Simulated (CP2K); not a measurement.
Runs of CP2K 2026.2 on Hf. The typed cell holds 1 atom: a = 3.078 Å, b = 3.058 Å, c = 3.476 Å, α = 55.73°, β = 55.49°, γ = 61.24°. This isn't the form of Hf at room conditions, which is hcp.

```csv
task,level,points a segment of the path (NPOINTS),bands added on the path,cutoff of the non-local correlation (Ry),gap on the mesh (eV),pressure (GPa)
band structure,PBEsol,8,6,-,none,0.2
single point,HLE16,-,-,-,none,-20.8
band structure,LDA,8,6,-,none,-2.8
single point,rev-vdW-DF2,-,-,300,none,(b)
single point,WC,-,-,-,none,(a)
band structure,TPSS,8,6,-,none,3.1
```

Alike in all rows: potentials or basis POTENTIAL_UZH Hf GTH-PBE-q12; TZVP-MOLOPT-PBE-GTH basis; no spin polarisation; cell as given; k mesh 11 × 11 × 10; smearing fermi-dirac 0.05 eV.

Task: Estimate the missing entries.

Result: (a) 0.4; (b) 2.1.

Caveats: the potentials were made for another functional, which shifts forces and pressure; the basis of atomic orbitals isn't converged, which shifts pressures, moduli and gaps; spin-orbit coupling is left out, which moves the levels of the heavy elements (some runs); the potentials were made for a functional far from this one (some runs).

A k mesh can miss the band edges, and the runs leave out spin-orbit coupling on Hf.

A gap of «none» marks a metal or a gap under the smearing width.

Runs at the PBE level aren't shown here.
